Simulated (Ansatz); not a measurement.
# Relativistic treatment of K

```
K
1.0
    -2.69756    2.69756    2.69756
     2.69756   -2.69756    2.69756
     2.69756    2.69756   -2.69756
K
1
Direct
  0.00000 0.00000 0.00000
```

The cell is the one relaxed in the Materials Project (mp-58), not relaxed further here; entries there can be hypothetical.

One fixed cell is solved with PBEsol by all-electron LAPW in Ansatz 0.2.0 under different relativistic treatments. Pressure is positive in compression.

The runs use a Γ-centred 10×10×10 k mesh, Fermi–Dirac smearing of 0.05 eV, basis error target 0.5 meV/atom, no spin polarisation.

```json
{"setting": "scalar-relativistic", "P (GPa)": "-0.31", "lowest level at Γ above −25 eV, from the valence-band top or, without a gap, the Fermi level (eV)": "-15.55"}
{"setting": "non-relativistic", "P (GPa)": "-0.29", "lowest level at Γ above −25 eV, from the valence-band top or, without a gap, the Fermi level (eV)": "-15.58"}
```
